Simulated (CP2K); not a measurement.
Runs of CP2K 2026.2 on Bi. Symmetry: R-3m, No. 166, trigonal system. The conventional cell has a = 4.535 Å, b = 4.535 Å, c = 11.814 Å, α = 90.00°, β = 90.00°, γ = 120.00°. Around Bi (site symmetry 3m) lie 6 Bi at 3.06 to 3.52 Å. 

```csv
task,level,potentials or basis,cell,k mesh,smearing,EPS_DEFAULT,k points reduced by the point group,NGRIDS,potentials,points a segment of the path (NPOINTS),gap on the mesh (eV),pressure (GPa),relaxed volume (Å³/atom),largest force (eV/Å)
band structure,PBE,POTENTIAL_UZH Bi GTH-PBE-q5; TZVP-MOLOPT-PBE-GTH basis,as given,7 × 7 × 7,fermi-dirac 0.1 eV,1.0E-10,yes,4,Bi GTH-PBE-q5 of POTENTIAL_UZH,10,-,2.7,-,0.27
band structure,PBE,POTENTIAL_UZH Bi GTH-PBE-q5; TZVP-MOLOPT-PBE-GTH basis,as given,7 × 7 × 7,fermi-dirac 0.0259 eV,1.0E-10,yes,4,Bi GTH-PBE-q5 of POTENTIAL_UZH,8,-,2.7,-,0.27
band structure,PBEsol,POTENTIAL_UZH Bi GTH-PBE-q5; TZVP-MOLOPT-PBE-GTH basis,as given,7 × 7 × 7,fermi-dirac 0.05 eV,1.0E-9,yes,5,Bi GTH-PBE-q5 of POTENTIAL_UZH,8,-,1.8,-,0.35
single point,LDA,GTH_POTENTIALS Bi GTH-PADE-q5; TZVP-MOLOPT-PBE-GTH basis,as given,7 × 7 × 7,gaussian 0.02 eV,1.0E-10,yes,5,Bi GTH-PADE-q5 of GTH_POTENTIALS,-,0.27,-1.7,-,0.08
relaxation of cell and atoms,LDA,GTH_POTENTIALS Bi GTH-PADE-q5; TZVP-MOLOPT-PBE-GTH basis,relaxed,6 × 6 × 6,fermi-dirac 0.05 eV,1.0E-9,-,5,Bi GTH-PADE-q5 of GTH_POTENTIALS,-,none,0.0,(a),0.01
relaxation of cell and atoms,PBEsol,POTENTIAL_UZH Bi GTH-PBE-q5; TZVP-MOLOPT-PBE-GTH basis,relaxed,6 × 6 × 6,fermi-dirac 0.05 eV,1.0E-9,-,5,Bi GTH-PBE-q5 of POTENTIAL_UZH,-,none,0.0,36.14,-
single point,PBEsol,POTENTIAL_UZH Bi GTH-PBE-q5; TZVP-MOLOPT-PBE-GTH basis,as given,7 × 7 × 7,gaussian 0.02 eV,1.0E-10,yes,5,Bi GTH-PBE-q5 of POTENTIAL_UZH,-,(b),1.8,-,0.35
```

Alike in all rows: no spin polarisation.

**Question.** Fill in the values left out.

**Answer.** (a) 33.95; (b) 0.28.

Caveats: the basis of atomic orbitals isn't converged, which shifts pressures, moduli and gaps; spin-orbit coupling is left out, which moves the levels of the heavy elements (some runs); the potentials were made for another functional, which shifts forces and pressure (some runs); spin-orbit coupling is left out, which as a rule narrows the gap of such compounds by several tenths of an eV (some runs); an odd mesh through Γ misses points on the zone boundary, where band edges often lie (some runs); the printed path begins after the first move (some runs).

A k mesh can miss the band edges, and the runs leave out spin-orbit coupling on Bi.

A gap of «none» marks a metal or a gap under the smearing width.

Not every run made on this cell is shown here.
